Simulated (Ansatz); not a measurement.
## I under changes of volume

One of the cells (40.553 Å³/atom); the others are scaled copies at fixed shape and fractional positions:

```
I
1.0
     0.00000    2.36560    3.90984
     2.19225    0.00000    3.90984
     2.19225    2.36560    0.00000
I
1
Cartesian
  0.0000 0.0000 0.0000
```

```yaml
Program: Ansatz 0.2.0
Functional: PBEsol
Potentials_or_basis: Ansatz PAW
Cutoff: "420 eV (not typed: the program's choice for these potentials)"
k_mesh: 9 × 9 × 9
Occupations: fermi-dirac, width 0.05 eV
Spin: no spin polarisation
```

| volume (Å³/atom) | energy over the lowest point (meV/atom) | pressure (GPa) |
| --- | --- | --- |
| 38.120 | 0.00 | 0.3 |
| 38.931 | 0.43 | -0.4 |
| 39.742 | 3.85 | -0.9 |
| 40.553 | ? | ? |
| 41.364 | 18.23 | -1.8 |
| 42.175 | 28.55 | -2.2 |
| 42.986 | 40.61 | -2.5 |

What does the run at 40.553 Å³/atom give?

Energy over the lowest point 9.89 meV/atom; pressure -1.4 GPa.

Worked out: A Birch-Murnaghan fit of order 3 (a polynomial in V^(-2/3)) to the other rows has its minimum at 38.41 Å³/atom with B0 = V·E''(V) = 31 GPa and B' = 5.4 at fixed shape and positions, which overstates the stiffness. It gives 9.90 meV/atom at 40.553 Å³/atom, against the run's 9.89, and -dE/dV = -1.4 GPa, against -1.4.

Energies are extrapolated to zero smearing.

Caveats: an odd number of electrons without spin polarisation forces a metal; a magnetic or distorted state may lie lower; the PAW data sets come from PBE, with cores solved anew for the run's functional, which leaves a small shift of forces and pressure.
